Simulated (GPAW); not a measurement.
The system is InPd.

```
In Pd
1.0
     3.27188    0.00000    0.00000
     0.00000    3.27188    0.00000
     0.00000    0.00000    3.27188
In Pd
1 1
Direct
  0.00000 0.00000 0.00000
  0.50000 0.50000 0.50000
```

The cell comes from a database or a generator and needn't be the stable form of this composition.

```yaml
Program: GPAW 26.7.0
Task: relaxation of cell and atoms
Functional: PBEsol
Dispersion: D4
Potentials_or_basis: PAW data sets generated in the run's folder for this functional
Cutoff: 600 eV
Basis: pw
k_mesh: 8 × 8 × 8
Occupations: fermi-dirac, width 0.05 eV
Spin: no spin polarisation
```

At the start: pressure -5.5 GPa; volume 17.51 Å³/atom.

Where does the relaxation end?

Over 4 steps the energy falls by 12.9 meV/atom and the volume is 16.80 Å³/atom (-4.1 %); space group Pm-3m (No. 221, to 0.05 Å).

The path:
```csv
step,energy change (eV),largest force (eV/Å),pressure (GPa),volume (Å³)
1,0.0000,0.0000,-5.55,35.03
2,-0.0134,0.0000,-3.97,34.57
3,-0.0256,0.0000,0.35,33.51
4,-0.0257,0.0000,-0.02,33.59
```

Final structure:
```
CELL_PARAMETERS angstrom
3.22654 0.00000 0.00000
0.00000 3.22654 0.00000
0.00000 0.00000 3.22654
ATOMIC_POSITIONS crystal
In 0.00000 0.00000 0.00000
Pd 0.50000 0.50000 0.50000
```

Caveat: later steps reuse the first step's grids; pairwise dispersion overbinds metals, which lowers pressure and volume.
